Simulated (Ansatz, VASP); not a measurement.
One calculation of SiC, two programs

INCAR

```
  PREC = Accurate
  ENCUT = 600
  EDIFF = 1E-6
  ISMEAR = 0
  SIGMA = 0.02
  LREAL = False
  LASPH = True
  NELM = 80
  ALGO = Normal
  ISIF = 3
  LWAVE = False
  LCHARG = False
  GGA = PE
  IBRION = 2
  NSW = 100
  EDIFFG = -0.005
```

File KPOINTS:

```
Automatic mesh
0
Gamma
  12 12 6
```

POSCAR

```
SiC
1.0
    3.0735139282      0.0000000000      0.0000000000
   -1.5367569641      2.6617411407      0.0000000000
    0.0000000000      0.0000000000      5.0452477100
Si C
2 2
Direct
    0.3333333300      0.6666666700      0.4996024000
    0.6666666700      0.3333333300      0.9996024000
    0.3333333300      0.6666666700      0.8753976000
    0.6666666700      0.3333333300      0.3753976000
```

Input for Ansatz:

```yaml
crystal:
  lattice:
    - [3.0735139282, 0.0, 0.0]
    - [-1.5367569641, 2.6617411407, 0.0]
    - [0.0, 0.0, 5.04524771]
  atoms:
    - { symbol: Si, position: [0.33333333, 0.66666667, 0.4996024] }
    - { symbol: Si, position: [0.66666667, 0.33333333, 0.9996024] }
    - { symbol: C, position: [0.33333333, 0.66666667, 0.8753976] }
    - { symbol: C, position: [0.66666667, 0.33333333, 0.3753976] }
basis:
  ecutwfc: 420
kpoints:
  mp_grid: { grid: [12, 12, 6] }
hamiltonian:
  xc: pbe
scf:
  occupations: { method: gaussian, width: 0.02 }
output:
  forces: true
  stress: true
  eigenvalues: true
relax:
  adjacent_minimum: "off"
  f_tol: 0.005
  max_steps: 80
  cell: { stress_tol: 0.05 }
```

The cell is a database's computed one.

Alike in both runs: task relaxation of cell and atoms; functional PBE; k mesh 12 × 12 × 6; occupations gaussian, width 0.02 eV; no spin polarisation.

|  | VASP | Ansatz |
| --- | --- | --- |
| version | VASP 6.6.1 | Ansatz 0.2.0 |
| potentials or method | VASP PAW PBE potentials, release 64 (Si, C) | scalar-relativistic, plane waves, PAW |
| plane-wave cutoff (eV) | 600 | 420 |
| valence electrons in the cell | 16 | 16 |

Ansatz gave:

- gap on the k mesh at the Fermi level, each at its own relaxed structure (eV): 2.31
- relaxed volume (Å³/atom): 10.50
- relaxed cell length with the largest relative difference (Å): 3.092
- energy change over the relaxation (meV/atom): -2

Q: Estimate VASP's values.

A: gap on the k mesh at the Fermi level, each at its own relaxed structure (eV): 2.30; relaxed volume (Å³/atom): 10.49; relaxed cell length with the largest relative difference (Å): 3.091; energy change over the relaxation (meV/atom): -2.

A k mesh can miss the band edges. Expect the measured gap to be larger: semilocal functionals such as PBE lack the derivative discontinuity.
